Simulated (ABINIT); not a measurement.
An input for ABINIT 10.8.3 (BN (Qingsongite)):

```
acell 3*1.0 Angstrom
rprim 
  -0.000000000000 1.807500000000 1.807500000000
  1.807500000000 0.000000000000 1.807500000000
  1.807500000000 1.807500000000 -0.000000000000
ntypat 2
znucl 5 7
natom 2
typat 1 2
xred 
  0.000000000000 0.000000000000 0.000000000000
  0.250000000000 0.250000000000 0.250000000000
pp_dirpath "pseudos"
pseudos "B.upf, N.upf"
ecut 36
ngkpt 8 8 8
nshiftk 1
shiftk 0 0 0
kptopt 1
chksymbreak 0
istwfk *1
occopt 1
irdwfk 1
optdriver 3
nband 103
ecuteps 11.2
inclvkb 2
awtr 1
symchi 1
gwcalctyp 2
nfreqre 16
freqremax 40 eV
nfreqim 8
spmeth 1
nomegasf 120
indata_prefix "in"
outdata_prefix "out"
tmpdata_prefix "tmp"
```

```sh
OMP_NUM_THREADS=1 mpirun -n 4 abinit run.abi > log
```

**Question.** Estimate wall time and host memory on 4 MPI ranks of Arm Neoverse V1, shared host.

It took 2.9 min; on shared hardware allow 86 s to 5.7 min. Peak host memory was 0.93 GiB.

[Paths, hosts, dates, memory and timing lines, banners, echoed tables and standing remarks are left out of the program output.]

[Logs are printed without paths, hosts, clocks, repeated set-up lines and the standing remarks that a program may print on its own settings, such as how far it seeks lower states.]

[Runs of the session that timed out or met a known fault of the program may be left out.]

[Hosts, paths, dates, database ids (printed as entryN), source tags and the programs' standing remarks are cut or masked in the printed files.]

[G0W0 gaps are taken among the corrected bands and points alone; a level outside them can change the order at an edge.]

[Where Ansatz stands beside ABINIT at settings called matched, ABINIT's density can come from a denser mesh and the files from another edition; pairs whose starting gaps differed by over 0.03 eV were left out, so agreement reads better than it is.]
